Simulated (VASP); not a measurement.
Set up this calculation in VASP 6.6.1, as the native input.

| Property | Result |
| --- | --- |
| Task | relaxation of cell and atoms |
| Functional | PBE |
| Potentials or basis | VASP PAW PBE potentials, release 64 (Cd, O_h) |
| Cutoff | 900 eV |
| k mesh | 12 × 12 × 12 |
| Occupations | gaussian, width 0.02 eV |
| Spin | no spin polarisation |
| Further INCAR settings | ALGO = Normal; EDIFF = 1e-07; IBRION = 2; EDIFFG = -0.002; NSW = 80; ISIF = 3 |

The structure of CdO lies in POSCAR:

```
CdO                                     
1.0
   -0.0000000000      2.3874855409      2.3874855409
    2.3874855409     -0.0000000000      2.3874855409
    2.3874855409      2.3874855409      0.0000000000
  Cd              O             
     1     1
Direct
     0.0000000000000000    0.0000000000000000    0.0000000000000000
     0.5000000000000000    0.5000000000000000    0.5000000000000000
```

The input as run:

INCAR

```
SYSTEM = CdO
PREC = Accurate ; ENCUT = 900
EDIFF = 1E-7 ; ISMEAR = 0
SIGMA = 0.02 ; LREAL = .FALSE.
LASPH = .TRUE. ; NELM = 100
ALGO = Normal ; ISIF = 3
LWAVE = .FALSE. ; LCHARG = .FALSE.
GGA = PE ; IBRION = 2
NSW = 80 ; EDIFFG = -0.002
```

KPOINTS

```
regular mesh
0
G
  12 12 12
  0 0 0
```

Potentials or basis: VASP PAW PBE potentials, release 64 (Cd, O_h).

The run is started by

```bash
$ cat potpaw_PBE.64/Cd/POTCAR potpaw_PBE.64/O_h/POTCAR > POTCAR
$ mpirun -np 1 vasp_std > vasp.out
```

Results of the run:

```
Relaxed volume                         : 13.64 Å³/atom
Relaxed cell                           : a = 3.379 Å, b = 3.379 Å, c = 3.379 Å, α = 60.00°, β = 60.00°, γ = 60.00°
Space group after relaxing (to 0.05 Å) : Fm-3m (No. 225)
Energy gained by relaxing              : 0.0 meV/atom
Ionic steps                            : 3
Pressure after relaxing                : 0.0 GPa
Band gap on the k mesh                 : none (metal or under the smearing width)
```

Caveat: the cutoff is under 1.25 times the usual one of these potentials, so pressure, stress and relaxed cells hold a basis-set (Pulay) error; this crystal is a semiconductor, whose small gap the functional closes, so the metal is an error of the method.

Run time: 48 s on 1 thread of Intel(R) Xeon(R) 6975P-C (Granite Rapids) (shared host), peak memory 0.24 GiB.
